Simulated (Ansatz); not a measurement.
# SnO in Ansatz: the effect of target pressure

The system is SnO.

```
Sn O
1.0
     3.81370    0.00000    0.00000
     0.00000    3.81370    0.00000
     0.00000    0.00000    4.88691
Sn O
2 2
Direct
  0.50000 0.00000 0.76463
  0.00000 0.50000 0.23537
  0.00000 0.00000 0.00000
  0.50000 0.50000 0.00000
```

The cell is a database's computed one.

Alike in all runs:

- Program: Ansatz 0.2.0
- Task: relaxation of cell and atoms
- Functional: PBE
- Potentials or basis: Ansatz PAW
- Cutoff: 420 eV (not typed: the program's choice for these potentials)
- k mesh: 7 × 7 × 6
- Occupations: fermi-dirac, width 0.05 eV
- Spin: no spin polarisation

Each run relaxes the cell or the atoms first.

```csv
target pressure,relaxed volume (Å³/atom)
0 GPa,18.95
2 GPa,17.63
5 GPa,16.46
10 GPa,?
20 GPa,13.98
30 GPa,13.11
```

**Question.** What does the run with target pressure 10 GPa give?

**Answer.** Relaxed volume 15.34 Å³/atom.

Worked out: In Murnaghan's law V^(-B') rises as a straight line in P. The other rows fit best with B' = 5.8, V0 = 18.93 Å³/atom and B0 = 24 GPa, which gives 15.29 Å³/atom at 10 GPa, against the run's 15.34.

Caveats: the plane-wave basis is chosen anew once the cell has moved, so the energies of steps on either side of that aren't comparable; the volume moved by over 15 % at a fixed basis, so the end points are rough (some runs).
